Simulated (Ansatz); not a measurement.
Runs of Ansatz 0.2.0 on O. Symmetry: Fmmm, No. 69, orthorhombic system. Conventional cell: a = 3.004 Å, b = 3.780 Å, c = 7.798 Å, α = 90.00°, β = 90.00°, γ = 90.00°. O (site symmetry mm2) has 1 O at 1.23 Å as nearest neighbours. 

| level | share of exact exchange | gap on the mesh (eV) | pressure (GPa) | largest force (eV/Å) |
| --- | --- | --- | --- | --- |
| r2SCAN0 form with a typed share of exact exchange | 0.5 | none | -21.8 | 5.31 |
| r2SCAN0 | 0.25 | none | -15.0 | 3.63 |
| r2SCAN0 form with a typed share of exact exchange | 0.35 | none | (a) | 4.31 |
| r2SCAN0 form with a typed share of exact exchange | 0.1 | none | -10.5 | 2.61 |
| r2SCAN0 form with a typed share of exact exchange | 0 | none | (b) | 1.92 |
| r2SCAN0 form with a typed share of exact exchange | 0.15 | none | -12.0 | 2.95 |

Alike in all rows: task single point; potentials or basis Ansatz PAW; no spin polarisation; cell as given; k mesh 7 × 7 × 7; cutoff (eV) 500; smearing fermi-dirac 0.05 eV; the mesh is coarse, so values aren't converged.

Q: Fill in the values left out.

A: (a) -17.9; (b) -7.5.

Caveats: all runs use coarse meshes; spin is off for a triplet molecule; the PAW data sets come from PBE, with cores solved anew for the run's functional, which leaves a small shift of forces and pressure; forces of over 1 eV/Å show positions far from the minimum, so gaps and moduli don't describe the material at rest; the thresholds are loose for stress (some runs).

A gap of «none» marks a metal or a gap under the smearing width.
